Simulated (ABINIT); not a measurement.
# MgO (Fm-3m): changed settings of a GW run in ABINIT

Aim: change inputs of a GW run on MgO (Fm-3m) and see what moves.

Method: PBE and many-body steps on it, plane waves, in ABINIT 10.8.3.

**1. The starting structure**

The structure is cubic, space group Fm-3m (No. 225). Conventional cell: a = 4.194 Å, b = 4.194 Å, c = 4.194 Å, α = 90.00°, β = 90.00°, γ = 90.00°. Nearest to Mg lie 6 O at 2.10 Å. O has 6 Mg at 2.10 Å nearest. Farther neighbours and most contacts between anions are not listed.

The cell and positions are those that the Materials Project relaxed with its own functionals (PBE, PBE+U or r2SCAN), kept fixed.

**2. Screening, 6×6×6 mesh, 84 bands, screening to 228.6 eV**

This step: ABINIT 10.8.3; RPA screening on PBE, plane waves, norm-conserving pseudopotentials.

The RPA dielectric matrix is built and inverted for each q.

Input file run.abi:

```
acell 3*1.0 Angstrom
rprim 
  -0.000000000000 2.097001392700 2.097001392700
  2.097001392700 -0.000000000000 2.097001392700
  2.097001392700 2.097001392700 -0.000000000000
ntypat 2
znucl 12 8
natom 2
typat 1 2
xred 
  0.000000000000 0.000000000000 0.000000000000
  0.500000000000 0.500000000000 0.500000000000
pp_dirpath "pseudos"
pseudos "Mg.upf, O.upf"
ecut 38
ngkpt 6 6 6
nshiftk 1
shiftk 0 0 0
kptopt 1
chksymbreak 0
istwfk *1
occopt 1
irdwfk 1
optdriver 3
nband 84
ecuteps 8.4
inclvkb 2
awtr 1
symchi 1
indata_prefix "in"
outdata_prefix "out"
tmpdata_prefix "tmp"
```

Launch:

```console
$ OMP_NUM_THREADS=1 mpirun -n 4 abinit run.abi > log
```

What it wrote:

```text
.Version 10.8.3 of ABINIT. v10.8.2 released Aug 2026.

 Symmetries : space group Fm -3 m (#225); Bravais cF (face-center cubic)
[... echo of the input left out ...]
== DATASET  1 ==================================================================
-   mpi_nproc: 4, omp_nthreads: 1 (-1 if OMP is not activated)

--- !DatasetInfo
iteration_state: {dtset: 1, }
dimensions: {natom: 2, nkpt: 16, mband: 84, nsppol: 1, nspinor: 1, nspden: 1, mpw: 1411, }
cutoff_energies: {ecut:  38.0, pawecutdg:  -1.0, }
electrons: {nelect:   1.60000000E+01, charge:   0.00000000E+00, occopt:   1.00000000E+00, tsmear:   1.00000000E-02, }

 SCREENING: Calculation of the susceptibility and dielectric matrices

 Based on a program developped by R.W. Godby, V. Olevano, G. Onida, and L. Reining.
 Incorporated in ABINIT by V. Olevano, G.-M. Rignanese, and M. Torrent.
.Using double precision arithmetic ; gwpc =  8

[... cell and pseudopotentials left out ...]
--------------------------------------------------------------------------------

 ==== K-mesh for the wavefunctions ====
 Number of points in the irreducible wedge :    16
[... list of points left out ...]
 Together with 48 symmetry operations and time-reversal symmetry
 yields   216 points in the full Brillouin Zone.

 ==== Q-mesh for the screening function ====
 Number of points in the irreducible wedge :    16
[... list of points left out ...]
 Together with 48 symmetry operations and time-reversal symmetry
 yields   216 points in the full Brillouin Zone.

 setmesh: FFT mesh size selected  =    24x   24x   24
          total number of points  =        13824

 vcoul_init : cutoff-mode = AUXILIARY_FUNCTION
 q-points for optical limit:   1
     1)      0.000010    0.000020    0.000030

- screening: taking advantage of time-reversal symmetry
- Maximum band index for partially occupied states nbvw = 8
- Remaining bands to be divided among processors   nbcw = 76
- Number of bands treated by each node ~19

 Number of electrons calculated from density =   16.0000; Expected =   16.0000
 average of density, n =  0.128557
 r_s =    1.2291
 omega_plasma =   34.5863 [eV]

 calculating chi0 at frequencies [eV] :
  1    0.000000E+00    0.000000E+00
  2    0.000000E+00    3.458631E+01

--------------------------------------------------------------------------------
  q-point number  1        q = ( 0.000000, 0.000000, 0.000000) [r.l.u.]
--------------------------------------------------------------------------------
[... chi0 elements left out ...]
 For q-point:  0.000010 0.000020 0.000030
  dielectric constant =   3.0169
  dielectric constant without local fields =   3.2347

  Average fulfillment of the sum rule on Im[epsilon] for q-point    1 :     68.35  [%]
[... wings left out ...]
  q-point number  2        q = ( 0.166667, 0.000000, 0.000000) [r.l.u.]
--------------------------------------------------------------------------------
[... chi0 elements left out ...]
  Average fulfillment of the sum rule on Im[epsilon] for q-point    2 :     83.67  [%]

 [... 14 further q-points ...]
```

It took 58 s on 4 MPI ranks of Arm Neoverse V1, shared host; peak memory 0.73 GiB; 3.9 min of CPU time.

This step gave:

* ε∞ with local fields, on this mesh, along the program's q direction: 3.017
* the same without local fields: 3.235
* plasma frequency: 34.59 eV
* plane waves in the screening matrix: 137

Local fields lower ε∞ by 7 %.

**3. Base**

The self-energy is evaluated for the states that the input lists, and the levels follow from it, in one-shot runs by the linearised quasiparticle equation.

This step: G0W0 on PBE, plane waves, norm-conserving pseudopotentials.

Changes to run.abi since step 2:

```diff
@@ -23,8 +23,15 @@
 irdwfk 1
-optdriver 3
+optdriver 4
 nband 84
+gwcalctyp 0
+ecutsigx 38
+symsigma 1
+nkptgw 1
+kptgw 
+  0.0000000000 0.0000000000 0.0000000000
+bdgw 
+  6 12
 ecuteps 8.4
-inclvkb 2
-awtr 1
-symchi 1
+irdscr 1
+ppmodel 1
 indata_prefix "in"
```

What it wrote:

```text
.Version 10.8.3 of ABINIT. v10.8.2 released Aug 2026.

 Symmetries : space group Fm -3 m (#225); Bravais cF (face-center cubic)
[... echo of the input left out ...]
== DATASET  1 ==================================================================
-   mpi_nproc: 4, omp_nthreads: 1 (-1 if OMP is not activated)

--- !DatasetInfo
iteration_state: {dtset: 1, }
dimensions: {natom: 2, nkpt: 16, mband: 84, nsppol: 1, nspinor: 1, nspden: 1, mpw: 1411, }
cutoff_energies: {ecut:  38.0, pawecutdg:  -1.0, }
electrons: {nelect:   1.60000000E+01, charge:   0.00000000E+00, occopt:   1.00000000E+00, tsmear:   1.00000000E-02, }

 SIGMA: Calculation of the GW corrections

 Based on a program developped by R.W. Godby, V. Olevano, G. Onida, and L. Reining.
 Incorporated in ABINIT by V. Olevano, G.-M. Rignanese, and M. Torrent.
.Using double precision arithmetic ; gwpc =  8

[... cell and pseudopotentials left out ...]
--------------------------------------------------------------------------------

 ==== K-mesh for the wavefunctions ====
 Number of points in the irreducible wedge :    16
[... list of points left out ...]
 Together with 48 symmetry operations and time-reversal symmetry
 yields   216 points in the full Brillouin Zone.

 ==== Q-mesh for screening function ====
 Number of points in the irreducible wedge :    16
[... list of points left out ...]
 Together with 48 symmetry operations and time-reversal symmetry
 yields   216 points in the full Brillouin Zone.

 vcoul_init : cutoff-mode = AUXILIARY_FUNCTION
 q-points for optical limit:   1
     1)      0.000010    0.000020    0.000030
 setmesh: FFT mesh size selected  =    32x   32x   32
          total number of points  =        32768

 Number of electrons calculated from density =   16.0000; Expected =   16.0000
 average of density, n =  0.128557
 r_s =    1.2291
 omega_plasma =   34.5863 [eV]

 === KS Band Gaps ===
  >>>> For spin  1
   Minimum direct gap =   4.8948 [eV], located at k-point      :   0.0000  0.0000  0.0000
   Fundamental gap    =   4.8948 [eV], Top of valence bands at :   0.0000  0.0000  0.0000
                                       Bottom of conduction at :   0.0000  0.0000  0.0000
 SIGMA fundamental parameters:
 PLASMON POLE MODEL  1
 number of plane-waves for SigmaX                 1411
 number of plane-waves for SigmaC and W            137
 number of plane-waves for wavefunctions          1411
 number of bands                                    84
 number of independent spin polarizations            1
 number of spinorial components                      1
 number of k-points in IBZ                          16
 number of q-points in IBZ                          16
 number of symmetry operations                      48
 number of k-points in BZ                          216
 number of q-points in BZ                          216
 number of frequencies for dSigma/dE                 9
 frequency step for dSigma/dE [eV]                0.25
 number of omega for Sigma on real axis              0
 max omega for Sigma on real axis  [eV]           0.00
 zcut for avoiding poles [eV]                     0.10

 EPSILON^-1 parameters (SCR file):
 dimension of the eps^-1 matrix on file            137
 dimension of the eps^-1 matrix used               137
 number of plane-waves for wavefunctions          1411
 number of bands                                    84
 number of q-points in IBZ                          16
 number of frequencies                               2
 number of real frequencies                          1
 number of imag frequencies                          1

 matrix elements of self-energy operator (all in [eV])

 Perturbative Calculation

--- !SelfEnergy_ee
iteration_state: {dtset: 1, }
kpoint     : [   0.000,    0.000,    0.000, ]
spin       : 1
KS_gap     :    4.895
QP_gap     :    7.184
Delta_QP_KS:    2.289
data: !SigmaeeData |
     Band     E0 <VxcDFT>   SigX SigC(E0)      Z dSigC/dE  Sig(E)    E-E0       E
        6   4.841 -20.153 -25.631   3.832   0.808  -0.237 -21.484  -1.331   3.510
        7   4.841 -20.153 -25.631   3.832   0.808  -0.237 -21.484  -1.331   3.510
        8   4.841 -20.153 -25.631   3.832   0.808  -0.237 -21.484  -1.331   3.510
        9   9.736 -13.562  -8.944  -3.497   0.856  -0.169 -12.603   0.959  10.694
       10  20.877  -9.643  -3.728  -4.598   0.864  -0.157  -8.505   1.138  22.015
       11  20.877  -9.643  -3.728  -4.598   0.864  -0.157  -8.505   1.138  22.015
       12  20.877  -9.643  -3.728  -4.598   0.864  -0.157  -8.505   1.138  22.015

== END DATASET(S) ==============================================================
================================================================================

 -outvars: echo values of variables after computation  --------
           etotal      0.0000000000E+00
            nband          84
             nkpt          16
          spgroup         225
 [... the other variables as echoed above ...]

 Calculation completed.
```

Elapsed: 4.6 s, on 4 MPI ranks; peak memory 0.53 GiB; 18 s of CPU time.

This step gave:

| Item | Value |
| --- | --- |
| G0W0 gap on the points computed | 7.184 eV |
| starting gap on the mesh | 4.895 eV |
| k of the valence top | 0, 0, 0 |
| k of the conduction bottom | 0, 0, 0 |
| Z at the valence top | 0.808 |
| Z at the conduction bottom | 0.856 |
| least direct G0W0 gap on the computed points | 7.184 eV |

The gap on the mesh goes from 4.89 eV to 7.18 eV, a correction of +2.29 eV.

**4. Coulomb singularity**

Changes to run.abi since step 3:

```diff
@@ -36,2 +36,3 @@
 ppmodel 1
+gw_icutcoul 0
 indata_prefix "in"
```

What it wrote:

```text
.Version 10.8.3 of ABINIT. v10.8.2 released Aug 2026.

 Symmetries : space group Fm -3 m (#225); Bravais cF (face-center cubic)
[... echo of the input left out ...]
== DATASET  1 ==================================================================
-   mpi_nproc: 4, omp_nthreads: 1 (-1 if OMP is not activated)

--- !DatasetInfo
iteration_state: {dtset: 1, }
dimensions: {natom: 2, nkpt: 16, mband: 84, nsppol: 1, nspinor: 1, nspden: 1, mpw: 1411, }
cutoff_energies: {ecut:  38.0, pawecutdg:  -1.0, }
electrons: {nelect:   1.60000000E+01, charge:   0.00000000E+00, occopt:   1.00000000E+00, tsmear:   1.00000000E-02, }

 SIGMA: Calculation of the GW corrections

 Based on a program developped by R.W. Godby, V. Olevano, G. Onida, and L. Reining.
 Incorporated in ABINIT by V. Olevano, G.-M. Rignanese, and M. Torrent.
.Using double precision arithmetic ; gwpc =  8

[... cell and pseudopotentials left out ...]
--------------------------------------------------------------------------------

 ==== K-mesh for the wavefunctions ====
 Number of points in the irreducible wedge :    16
[... list of points left out ...]
 Together with 48 symmetry operations and time-reversal symmetry
 yields   216 points in the full Brillouin Zone.

 ==== Q-mesh for screening function ====
 Number of points in the irreducible wedge :    16
[... list of points left out ...]
 Together with 48 symmetry operations and time-reversal symmetry
 yields   216 points in the full Brillouin Zone.

 === Spherical cutoff ===

  Cutoff radius .........    18.5836 [Bohr]
  Volume of the sphere ..   26882.92 [Bohr^3]
 q-points for optical limit:   1
     1)      0.000010    0.000020    0.000030
 setmesh: FFT mesh size selected  =    32x   32x   32
          total number of points  =        32768

[...]
number of q-points in BZ                          216
 number of frequencies for dSigma/dE                 9
 frequency step for dSigma/dE [eV]                0.25
 number of omega for Sigma on real axis              0
 max omega for Sigma on real axis  [eV]           0.00
 zcut for avoiding poles [eV]                     0.10

 EPSILON^-1 parameters (SCR file):
 dimension of the eps^-1 matrix on file            137
 dimension of the eps^-1 matrix used               137
 number of plane-waves for wavefunctions          1411
 number of bands                                    84
 number of q-points in IBZ                          16
 number of frequencies                               2
 number of real frequencies                          1
 number of imag frequencies                          1

 matrix elements of self-energy operator (all in [eV])

 Perturbative Calculation

--- !SelfEnergy_ee
iteration_state: {dtset: 1, }
kpoint     : [   0.000,    0.000,    0.000, ]
spin       : 1
KS_gap     :    4.895
QP_gap     :    7.186
Delta_QP_KS:    2.291
data: !SigmaeeData |
     Band     E0 <VxcDFT>   SigX SigC(E0)      Z dSigC/dE  Sig(E)    E-E0       E
        6   4.841 -20.153 -25.645   3.719   0.818  -0.223 -21.603  -1.449   3.391
        7   4.841 -20.153 -25.645   3.719   0.818  -0.223 -21.603  -1.449   3.391
        8   4.841 -20.153 -25.645   3.719   0.818  -0.223 -21.603  -1.449   3.391
        9   9.736 -13.562  -8.985  -3.595   0.858  -0.166 -12.720   0.842  10.578
       10  20.877  -9.643  -3.733  -4.696   0.862  -0.160  -8.597   1.046  21.923
       11  20.877  -9.643  -3.733  -4.696   0.862  -0.160  -8.597   1.046  21.923
       12  20.877  -9.643  -3.733  -4.696   0.862  -0.160  -8.597   1.046  21.923

== END DATASET(S) ==============================================================
================================================================================

 -outvars: echo values of variables after computation  --------
           etotal      0.0000000000E+00
            nband          84
             nkpt          16
          spgroup         225
 [... the other variables as echoed above ...]

 Calculation completed.
```

It took 4.5 s on 4 MPI ranks; peak memory 0.54 GiB.

This step gave:

- G0W0 gap on the points computed: 7.187 eV
- starting gap on the mesh: 4.895 eV
- k of the valence top: 0, 0, 0
- k of the conduction bottom: 0, 0, 0
- Z at the valence top: 0.818
- Z at the conduction bottom: 0.858
- least direct G0W0 gap on the computed points: 7.187 eV

Against G0W0 in ABINIT (6×6×6 mesh, 84 bands, screening to 228.6 eV, Godby-Needs plasmon pole), the gap moves by +0.003 eV.

**5. The runs together**

Times are wall times on 4 MPI ranks of Arm Neoverse V1, shared host, good to a factor of about two. A run's time includes the screening step that it read.

```tsv
run	mesh	bands	screening cutoff (eV)	DFT gap (eV)	gap on the mesh (eV)	direct (eV)	ε∞ used	time
base	6×6×6	84	228.6	4.895	7.184	7.184	3.02	63 s
Coulomb singularity	6×6×6	84	228.6	4.895	7.187	7.187	3.02	63 s
```

**6. Summary of results**

| Quantity | Value |
| --- | --- |
| base | 7.184 eV |
| Coulomb singularity | 7.187 eV |
| known limits | not at the basis limit |

**Reading.** Coulomb singularity: +0.003 eV against base (keys changed: gw_icutcoul). Bands and cutoff are finite, so the gap is not at the basis limit. The miss can reach some tenths of an eV and take either sign; the mesh is an error of its own. In the G0W0 runs levels were corrected at 1 k point alone, so a gap called «on the mesh» is the least over those, and an edge elsewhere would be missed.

[Paths, hosts, dates, memory and timing lines, banners, echoed tables and standing remarks are left out of the program output.]

[Logs are printed without paths, hosts, clocks, repeated set-up lines and the standing remarks that a program may print on its own settings, such as how far it seeks lower states.]

[Runs of the session that timed out or met a known fault of the program may be left out.]

[Hosts, paths, dates, database ids (printed as entryN), source tags and the programs' standing remarks are cut or masked in the printed files.]

[G0W0 gaps are taken among the corrected bands and points alone; a level outside them can change the order at an edge.]

[Where Ansatz stands beside ABINIT at settings called matched, ABINIT's density can come from a denser mesh and the files from another edition; pairs whose starting gaps differed by over 0.03 eV were left out, so agreement reads better than it is.]
